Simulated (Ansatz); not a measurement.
TiAl under changes of volume

One of the cells (16.065 Å³/atom); the others are scaled copies at fixed shape and fractional positions:

```xyz
2
Lattice="3.1791 0.0000 0.0000 0.0000 3.1791 0.0000 0.0000 0.0000 3.1791" Properties=species:S:1:pos:R:3 pbc="T T T"
Ti    0.0000    0.0000    0.0000
Al    1.5895    1.5895    1.5895
```

The cell comes from a database or a generator and needn't be the stable form of this composition.

```yaml
Program: Ansatz 0.2.0
Functional: r2SCAN
Potentials_or_basis: Ansatz PAW
Cutoff: "500 eV (not typed: the program's choice for these potentials)"
k_mesh: 8 × 8 × 8
Occupations: fermi-dirac, width 0.05 eV
Spin: no spin polarisation
```

```csv
volume (Å³/atom),energy over the lowest point (meV/atom),pressure (GPa)
15.101,19.02,7.5
15.422,7.12,4.5
15.743,?,?
16.065,0.00,-0.7
16.386,3.77,-2.9
16.707,11.80,-5.0
17.028,23.70,-6.8
```

Question: What does the run at 15.743 Å³/atom give?

Answer: Energy over the lowest point 0.96 meV/atom; pressure 1.8 GPa.

Worked out: A Birch-Murnaghan fit of order 3 (a polynomial in V^(-2/3)) to the other rows has its minimum at 15.96 Å³/atom with B0 = V·E''(V) = 120 GPa and B' = 3.9. It gives 0.96 meV/atom at 15.743 Å³/atom, against the run's 0.96, and -dE/dV = 1.7 GPa, against 1.8.

Energies are extrapolated to zero smearing.

Caveats: the PAW data sets come from PBE, with cores solved anew for the run's functional, which leaves a small shift of forces and pressure.
